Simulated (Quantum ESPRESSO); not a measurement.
Crystal: PbS (Galena).

```
Pb S
1.0
     0.00000    2.96575    2.96575
     2.96575    0.00000    2.96575
     2.96575    2.96575    0.00000
Pb S
1 1
Direct
  0.00000 0.00000 0.00000
  0.50000 0.50000 0.50000
```

- Program: Quantum ESPRESSO 7.5
- Task: phonons
- Functional: RPBE
- Potentials or basis: PseudoDojo 0.4.1 SR PBE standard
- Cutoff: 762 eV
- Density cutoff: 3048 eV
- k mesh: 6 × 6 × 6, shifted
- Occupations: fermi-dirac, width 0.05 eV
- Spin: no spin polarisation
- Mixing beta: 0.5
- Most SCF iterations: 120
- SCF threshold: 4e-10 Ry

The cell and the atoms were relaxed first, to 28.07 Å³/atom (a = 4.298 Å, b = 4.298 Å, c = 4.298 Å, α = 60.00°, β = 60.00°, γ = 60.00°), and the response was taken there.

The first run showed a gap, so the response started from a second, tighter run with fixed occupations.

**Question.** Which optical modes does the crystal have at the zone centre, and which show in infrared and Raman spectra?

**Answer.** The optical modes are T1u. Infrared active: T1u. None is Raman active.

Optical modes at Γ, degenerate ones joined, polar ones without the macroscopic field:
| cm⁻¹ | components | symmetry | active in | IR intensity, summed ((D/Å)²/amu) |
| --- | --- | --- | --- | --- |
| 6i | 3 | T1u | IR | 47.32 |

Zone-centre frequencies without and with the macroscopic field along z (cm⁻¹):
|  | optical modes in rising order |
| --- | --- |
| without | 6i 6i 6i |
| with the field | 6i 6i 210 |

Born effective charge tensors (e):
atom 1, Pb
```
4.37 0.00 0.00
0.00 4.37 0.00
0.00 0.00 4.37
```
atom 2, S
```
-4.35  0.00  0.00
 0.00 -4.35  0.00
 0.00  0.00 -4.35
```

Electronic dielectric tensor:
```
13.62  0.00  0.00
 0.00 13.62  0.00
 0.00  0.00 13.62
```

Caveat: the potentials were made for another functional, which shifts forces and pressure.
